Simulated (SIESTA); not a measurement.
A run of SIESTA 5.4.2 is set up as follows.

Contents of TaN.fdf:

```
SystemName                      TaN
SystemLabel                     TaN
NumberOfSpecies                 2
NumberOfAtoms                   2
%block ChemicalSpeciesLabel
  1  73 Ta
  2   7 N
%endblock ChemicalSpeciesLabel

UseStructFile                   true

%block kgrid.MonkhorstPack
   10   0   0  0.0
    0  10   0  0.0
    0   0  10  0.0
%endblock kgrid.MonkhorstPack
XC.Functional                   GGA
XC.Authors                      PBE
PAO.BasisSize                   DZP
PAO.EnergyShift                 0.003 Ry
Mesh.Cutoff                     800 Ry
OccupationFunction              FD
ElectronicTemperature           0.05 eV
MaxSCFIterations                120
SCF.MustConverge                false
SCF.Mixer.Method                Pulay
SCF.Mixer.Weight                0.25
SCF.Mixer.History               8
SCF.DM.Tolerance                5.0e-05
SCF.H.Tolerance                 1.0e-03 eV
WriteForces                     true
Charge.Mulliken                 end
%block PAO.Basis
  Ta 5
  n=5 0 2
    3.138 0.000
  n=6 0 2
    7.733 0.000
  n=5 1 2
    3.782 0.000
  n=6 1 1
    7.733
  n=5 2 2
    7.181 0.000
%endblock PAO.Basis
```

The input TaN.STRUCT_IN:

```
   0.0000000000     2.2113230000     2.2113230000
   2.2113230000     0.0000000000     2.2113230000
   2.2113230000     2.2113230000     0.0000000000
2
1  73    0.5000000000     0.5000000000     0.5000000000
2   7    0.0000000000     0.0000000000     0.0000000000
```

Potentials or basis: PseudoDojo 0.4 standard (PBE files), DZP (energy shift 0.003 Ry; two zetas on semicore shells).

Command:

```sh
$ siesta < TaN.fdf > TaN.out 2>&1
```

Question: Predict the pressure.

Answer: 5.1 GPa.

Question: What does it give for the band gap on the k mesh?

Answer: None (metal or under the smearing width).

Caveat: short orbitals over semicore shells can move pressures by several GPa; the basis of atomic orbitals isn't converged, which shifts pressures, moduli and gaps. The run has no spin-orbit coupling, so splittings on Ta are missing.
